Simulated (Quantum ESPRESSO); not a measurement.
# AlN (F-43m) in Quantum ESPRESSO: a series of runs, part 2 of 3

Quantum ESPRESSO 7.5. The steps go on from the part before.

## 3. Dielectric tensor, PBE

pw.in

```
&CONTROL
  calculation = 'scf'
  prefix = 'pwscf'
  outdir = './tmp'
  pseudo_dir = './pseudo'
  tprnfor = .true.
  tstress = .true.
  disk_io = 'low'
/
&SYSTEM
  ibrav = 0
  nat = 2
  ntyp = 2
  ecutwfc = 45
  ecutrho = 360
  nbnd = 9
  occupations = 'smearing'
  smearing = 'fd'
  degauss = 0.00367493
/
&ELECTRONS
  conv_thr = 4d-10
  electron_maxstep = 120
  mixing_beta = 0.5
/
ATOMIC_SPECIES
Al    26.9815 al_pbe_v1.uspp.F.UPF
N     14.0070 n_pbe_v1.2.uspp.F.UPF
CELL_PARAMETERS angstrom
   0.0000000000    2.1839935596    2.1839935596
   2.1839935596    0.0000000000    2.1839935596
   2.1839935596    2.1839935596    0.0000000000
ATOMIC_POSITIONS angstrom
Al     0.0000000000    0.0000000000    0.0000000000
N      1.0919967798    1.0919967798    1.0919967798
K_POINTS automatic
8 8 8 1 1 1
```

scf2.in

```
&CONTROL
  calculation = 'scf'
  prefix = 'pwscf'
  outdir = './tmp'
  pseudo_dir = './pseudo'
  tprnfor = .true.
  tstress = .true.
  disk_io = 'low'
/
&SYSTEM
  ibrav = 0
  nat = 2
  ntyp = 2
  ecutwfc = 45
  ecutrho = 360
  nbnd = 9
  occupations = 'fixed'
/
&ELECTRONS
  conv_thr = 1d-13
  electron_maxstep = 120
  mixing_beta = 0.5
  startingpot = 'file'
  startingwfc = 'file'
/
ATOMIC_SPECIES
Al    26.9815 al_pbe_v1.uspp.F.UPF
N     14.0070 n_pbe_v1.2.uspp.F.UPF
CELL_PARAMETERS angstrom
   0.0000000000    2.1839935596    2.1839935596
   2.1839935596    0.0000000000    2.1839935596
   2.1839935596    2.1839935596    0.0000000000
ATOMIC_POSITIONS angstrom
Al     0.0000000000    0.0000000000    0.0000000000
N      1.0919967798    1.0919967798    1.0919967798
K_POINTS automatic
8 8 8 1 1 1
```

ph.in

```
dielectric of AlN
&INPUTPH
  prefix = 'pwscf'
  outdir = './tmp'
  tr2_ph = 1d-18
  fildyn = 'dyn'
  niter_ph = 90
  alpha_mix(1) = 0.7
  epsil = .true.
  trans = .false.
  zeu = .true.
/
0.0000000000 0.0000000000 0.0000000000
```

Potentials or basis: GBRV 1.5 PBE.

The run is started by

```sh
$ OMP_NUM_THREADS=1 pw.x -in pw.in > pw.out
$ OMP_NUM_THREADS=1 pw.x -in scf2.in > scf2.out
$ OMP_NUM_THREADS=1 ph.x -in ph.in > ph.out
```

pw.out:

```text
This program is part of the open-source Quantum ESPRESSO suite
     for quantum simulation of materials; please cite
[... 9 lines left out ...]
     --------------------
     sticks:   dense  smooth     PW     G-vecs:    dense   smooth      PW
     Sum         847     421    151                16361     5769    1139

     Using Slab Decomposition

     bravais-lattice index     =            0
     lattice parameter (alat)  =       5.8367  a.u.
     unit-cell volume          =     140.5985 (a.u.)^3
     number of atoms/cell      =            2
     number of atomic types    =            2
     number of electrons       =         8.00
     number of Kohn-Sham states=            9
     kinetic-energy cutoff     =      45.0000  Ry
     charge density cutoff     =     360.0000  Ry
     scf convergence threshold =      4.0E-10
     mixing beta               =       0.5000
     number of iterations used =            8  plain     mixing
     Exchange-correlation= SLA  PW   PBE  PBE
                           (   1   4   3   4   0   0   0)

     celldm(1)=   5.836671  celldm(2)=   0.000000  celldm(3)=   0.000000
     celldm(4)=   0.000000  celldm(5)=   0.000000  celldm(6)=   0.000000

     crystal axes: (cart. coord. in units of alat)
               a(1) = (   0.000000   0.707107   0.707107 )
               a(2) = (   0.707107   0.000000   0.707107 )
               a(3) = (   0.707107   0.707107   0.000000 )

     reciprocal axes: (cart. coord. in units 2 pi/alat)
               b(1) = ( -0.707107  0.707107  0.707107 )
               b(2) = (  0.707107 -0.707107  0.707107 )
               b(3) = (  0.707107  0.707107 -0.707107 )

     PseudoPot. # 1 for Al read from file:
     al_pbe_v1.uspp.F.UPF
     Pseudo is Ultrasoft + core correction, Zval =  3.0
     Generated by new atomic code, or converted to UPF format
     Using radial grid of  893 points,  3 beta functions with:
                l(1) =   0
                l(2) =   1
                l(3) =   2
     Q(r) pseudized with  8 coefficients,  rinner =    0.900   0.900   0.900
                                                       0.900   0.900

     PseudoPot. # 2 for N  read from file:
     n_pbe_v1.2.uspp.F.UPF
     Pseudo is Ultrasoft + core correction, Zval =  5.0
     Generated by new atomic code, or converted to UPF format
     Using radial grid of  729 points,  4 beta functions with:
                l(1) =   0
                l(2) =   0
                l(3) =   1
                l(4) =   1
     Q(r) pseudized with  8 coefficients,  rinner =    0.900   0.900   0.900

     atomic species   valence    mass     pseudopotential
     Al                3.00    26.98150     Al( 1.00)
     N                 5.00    14.00700     N ( 1.00)

     24 Sym. Ops. (no inversion) found

   Cartesian axes

     site n.     atom                  positions (alat units)
         1        Al     tau(   1) = (   0.0000000   0.0000000   0.0000000  )
         2        N      tau(   2) = (   0.3535534   0.3535534   0.3535534  )

     number of k points=    60  Fermi-Dirac smearing, width (Ry)=  0.0037
                       cart. coord. in units 2pi/alat
        k(    1) = (   0.0441942   0.0441942   0.0441942), wk =   0.0078125
        k(    2) = (   0.1325825   0.1325825  -0.0441942), wk =   0.0234375
        k(    3) = (   0.2209709   0.2209709  -0.1325825), wk =   0.0234375
        k(    4) = (   0.3093592   0.3093592  -0.2209709), wk =   0.0234375
        k(    5) = (  -0.3093592  -0.3093592   0.3977476), wk =   0.0234375
        k(    6) = (  -0.2209709  -0.2209709   0.3093592), wk =   0.0234375
[... 52 lines left out ...]
        k(   59) = (   0.3093592   0.3093592   0.3093592), wk =   0.0078125
        k(   60) = (  -0.3093592  -0.3093592   0.9280777), wk =   0.0234375

     Dense  grid:    16361 G-vectors     FFT dimensions: (  36,  36,  36)

     Smooth grid:     5769 G-vectors     FFT dimensions: (  25,  25,  25)

     Initial potential from superposition of free atoms

     starting charge       7.9975, renormalised to       8.0000
     Starting wfcs are    8 randomized atomic wfcs +    1 random wfcs

     Self-consistent Calculation

     iteration #  1     ecut=    45.00 Ry     beta= 0.50
     Davidson diagonalization with overlap
     ethr =  1.00E-02,  avg # of iterations =  5.3

     total energy              =     -26.86736555 Ry
     estimated scf accuracy    <       0.60339986 Ry

     iteration #  2     ecut=    45.00 Ry     beta= 0.50
     Davidson diagonalization with overlap
     ethr =  7.54E-03,  avg # of iterations =  1.9

     total energy              =     -27.03352326 Ry
     estimated scf accuracy    <       0.08053285 Ry

     iteration #  3     ecut=    45.00 Ry     beta= 0.50
     Davidson diagonalization with overlap
     ethr =  1.01E-03,  avg # of iterations =  1.1

     total energy              =     -27.04680932 Ry
     estimated scf accuracy    <       0.00418117 Ry

     iteration #  4     ecut=    45.00 Ry     beta= 0.50
     Davidson diagonalization with overlap
     ethr =  5.23E-05,  avg # of iterations =  2.0

     total energy              =     -27.04698488 Ry
     estimated scf accuracy    <       0.00058441 Ry

     iteration #  5     ecut=    45.00 Ry     beta= 0.50
     Davidson diagonalization with overlap
     ethr =  7.31E-06,  avg # of iterations =  1.9
[... 22 lines left out ...]
     total energy              =     -27.04706904 Ry
     estimated scf accuracy    <       0.00000003 Ry

     iteration #  9     ecut=    45.00 Ry     beta= 0.50
     Davidson diagonalization with overlap
     ethr =  4.11E-10,  avg # of iterations =  1.1

     total energy              =     -27.04706904 Ry
     estimated scf accuracy    <          4.7E-09 Ry

     iteration # 10     ecut=    45.00 Ry     beta= 0.50
     Davidson diagonalization with overlap
     ethr =  5.90E-11,  avg # of iterations =  1.0

     total energy              =     -27.04706904 Ry
     estimated scf accuracy    <          8.7E-10 Ry

     iteration # 11     ecut=    45.00 Ry     beta= 0.50
     Davidson diagonalization with overlap
     ethr =  1.08E-11,  avg # of iterations =  1.7

     End of self-consistent calculation

          k = 0.0442 0.0442 0.0442 (   722 PWs)   bands (ev):

    -8.0168   6.6133   6.9419   6.9419  11.4234  19.2438  19.4667  19.4667
    23.8859

          k = 0.1326 0.1326-0.0442 (   713 PWs)   bands (ev):

    -7.7162   5.3553   6.6236   6.9287  12.4729  18.6103  19.4816  19.6614
    22.0238

          k = 0.2210 0.2210-0.1326 (   721 PWs)   bands (ev):

    -7.0413   3.3442   6.3574   6.7569  13.6920  17.5870  18.9231  19.0803
    22.5627

          k = 0.3094 0.3094-0.2210 (   724 PWs)   bands (ev):

    -6.2660   1.6597   6.2268   6.5424  14.3429  16.5848  18.3407  18.5806
    24.6637

          k =-0.3094-0.3094 0.3977 (   721 PWs)   bands (ev):

    -5.9807   1.1333   6.2716   6.4021  14.4782  16.2531  18.2245  18.4552
    24.8779

          k =-0.2210-0.2210 0.3094 (   722 PWs)   bands (ev):

    -6.5048   2.1341   6.4051   6.4606  14.1393  16.8548  18.5424  18.7377
    23.6242
[... 86 lines left out ...]
          k = 0.0442-0.4861 0.5745 (   715 PWs)   bands (ev):

    -5.3861   2.5917   3.4707   5.3955  12.3102  17.1004  19.7097  20.6036
    22.5850

          k = 0.1326-0.3977 0.4861 (   715 PWs)   bands (ev):

    -5.6653   1.8446   4.4833   5.9302  13.8862  16.3397  19.1255  19.6016
    23.8926

          k = 0.2210-0.3094 0.3977 (   718 PWs)   bands (ev):

    -6.0186   1.4283   5.8918   6.3488  14.6879  15.8282  18.5529  18.7851
    24.5229

          k =-0.6629 0.0442 0.0442 (   720 PWs)   bands (ev):

    -5.3900   2.1050   4.9624   5.1840  10.5126  15.6771  20.6771  22.4337
    22.4733

          k =-0.5745 0.1326-0.0442 (   717 PWs)   bands (ev):

    -5.6246   2.4277   4.7491   5.2294  11.5360  16.3804  19.6455  21.4913
    22.4652

          k =-0.4861 0.2210-0.1326 (   716 PWs)   bands (ev):

    -5.8872   2.1656   4.9269   5.7855  13.3296  16.7812  18.6291  20.0491
    22.7039

          k =-0.4861 0.0442 0.0442 (   711 PWs)   bands (ev):

    -6.1243   2.9067   5.3893   5.5119  11.7476  16.2941  19.2323  21.6198
    21.8346

          k =-0.3977 0.1326-0.0442 (   718 PWs)   bands (ev):

    -6.5475   3.2528   5.5204   5.9757  13.1287  17.1866  17.9899  20.6142
    21.6038

          k =-0.3094 0.0442 0.0442 (   712 PWs)   bands (ev):

    -7.1519   4.3433   6.1535   6.1617  13.1676  17.4961  18.4466  20.4777
    20.7652

          k = 0.1326 0.1326 0.1326 (   718 PWs)   bands (ev):

    -7.5727   4.7479   6.7946   6.7946  12.7796  18.3359  19.5329  19.5329
    22.7787

          k = 0.2210 0.2210 0.0442 (   718 PWs)   bands (ev):

    -7.1625   3.9154   5.9590   6.8393  13.6925  17.8351  18.5537  19.5506
    21.4946

          k = 0.3094 0.3094-0.0442 (   723 PWs)   bands (ev):

    -6.4699   2.7976   5.0566   6.6004  14.7454  16.3911  18.3946  19.2647
    22.3579

          k =-0.3094-0.3094 0.5745 (   716 PWs)   bands (ev):

    -5.8501   1.7649   4.8459   6.2508  14.5436  15.8683  19.0209  19.1008
    24.7230

          k =-0.2210-0.2210 0.4861 (   716 PWs)   bands (ev):
[... 99 lines left out ...]
          k =-0.1326-0.3094 0.7513 (   715 PWs)   bands (ev):

    -5.4204   2.6427   3.4733   5.2152  13.1208  17.3004  19.1116  19.9727
    23.4657

          k =-0.8397 0.2210 0.2210 (   710 PWs)   bands (ev):

    -5.5978   1.9897   4.2528   5.8473  13.1772  16.7861  19.2718  20.0074
    22.9643

          k = 0.3094 0.3094 0.3094 (   724 PWs)   bands (ev):

    -6.1144   1.2580   6.4807   6.4807  14.2408  16.8781  18.1391  18.1391
    24.6250

          k =-0.3094-0.3094 0.9281 (   719 PWs)   bands (ev):

    -5.8922   1.3155   5.6645   6.3196  14.8785  15.5147  18.5752  18.9228
    25.0686

     the Fermi energy is     8.5259 ev

!    total energy              =     -27.04706904 Ry
     estimated scf accuracy    <          2.8E-11 Ry
     smearing contrib. (-TS)   =      -0.00000000 Ry
     internal energy E=F+TS    =     -27.04706904 Ry

     The total energy is F=E-TS. E is the sum of the following terms:
     one-electron contribution =      -0.99762797 Ry
     hartree contribution      =       5.65621043 Ry
     xc contribution           =      -9.90569229 Ry
     ewald contribution        =     -21.79995921 Ry

     convergence has been achieved in  11 iterations

     Forces acting on atoms (cartesian axes, Ry/au):

     atom    1 type  1   force =     0.00000000   -0.00000000    0.00000000
     atom    2 type  2   force =    -0.00000000    0.00000000   -0.00000000

     Total force =     0.000000     Total SCF correction =     0.000000

     Computing stress (Cartesian axis) and pressure

          total   stress  (Ry/bohr**3)                   (kbar)     P=       53.56
   0.00036411   0.00000000  -0.00000000           53.56        0.00       -0.00
   0.00000000   0.00036411  -0.00000000            0.00       53.56       -0.00
  -0.00000000  -0.00000000   0.00036411           -0.00       -0.00       53.56

=------------------------------------------------------------------------------=
   JOB DONE.
=------------------------------------------------------------------------------=
```

It took 28 s on 1 thread of Arm Neoverse V2, shared host; peak memory 0.05 GiB.

Results:

* Free energy: -367.9941 eV
* Pressure: 5.4 GPa
* Electronic dielectric tensor (diagonal): 4.58
* Born charges (mean of the diagonal): Al +2.55; N -2.55 e

Levels at points of the mesh, in eV from the valence-band top:
```tsv
k point	band 1	band 2	band 3	band 4	band 5	band 6	band 7	band 8	band 9
(0.06, 0.06, 0.06)	-14.96	-0.33	0.00	0.00	4.48	12.30	12.52	12.52	16.94
```

Electronic dielectric tensor:
```
4.58 0.00 0.00
0.00 4.58 0.00
0.00 0.00 4.58
```

Born effective charge tensors (e):
atom 1, Al
```
2.55 0.00 0.00
0.00 2.55 0.00
0.00 0.00 2.55
```
atom 2, N
```
-2.55  0.00  0.00
 0.00 -2.55  0.00
 0.00  0.00 -2.55
```

Caveat: the cell is more than 3 GPa from zero pressure, which shifts response properties.

(Continued in part 3 of 3.)
